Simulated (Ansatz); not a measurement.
SrF2:
```xyz
3
Lattice="0.0000 2.8315 2.8315 2.8315 0.0000 2.8315 2.8315 2.8315 0.0000" Properties=species:S:1:pos:R:3 pbc="T T T"
Sr     0.0000     0.0000     0.0000
F      4.2473     4.2473     4.2473
F      1.4158     1.4158     1.4158
```

Relaxed with LDA.

Q: Give the optical modes at the zone centre with their infrared and Raman activity from DFPT, the program Ansatz at the LDA level (PAW).

A: Transverse frequencies, without the LO–TO term; a row sums one degenerate level.

| ω (cm⁻¹) | degeneracy | IR ((D/Å)²/amu) | Raman (Å⁴/amu) | activity | symmetry |
|---|---|---|---|---|---|
| 236 | 3 | 15.44 | 0 | IR | T1u |
| 301 | 3 | 0.00 | 2.9 | Raman | T2g |

Q: How high does the top mode go among those that the LO–TO term moves?

A: 399 cm⁻¹ for q along x.

Space group Fm-3m (fluorite). The LDA relaxation kept the symmetry of its start; phonons on a q-mesh show no instability.

Potentials: the later of the program's two PAW sets.
